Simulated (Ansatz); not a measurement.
Crystal: CdS (Hawleyite).

```
Cd S
1.0
     0.00000    2.91650    2.91650
     2.91650    0.00000    2.91650
     2.91650    2.91650    0.00000
Cd S
1 1
Cartesian
  0.0000 0.0000 0.0000
  4.3748 4.3748 4.3748
```

Program: Ansatz 0.2.0. Alike in all runs: task single point; level HSE06 form with a typed share of exact exchange; potentials or basis Ansatz PAW; no spin polarisation; cell as given; k mesh 4 × 4 × 4; cutoff (eV) 420; smearing fermi-dirac 0.05 eV; the mesh is coarse, so values aren't converged.

Task: Order these runs on this cell by their band gap on the k mesh, lowest first.
A. share of exact exchange 0.25
B. share of exact exchange 0.15
C. share of exact exchange 0.05
D. share of exact exchange 0.5
E. share of exact exchange 0.1

Result: C (1.34 eV), E (1.55 eV), B (1.76 eV), A (2.20 eV), D (3.35 eV).

Caveats: all runs use coarse meshes.
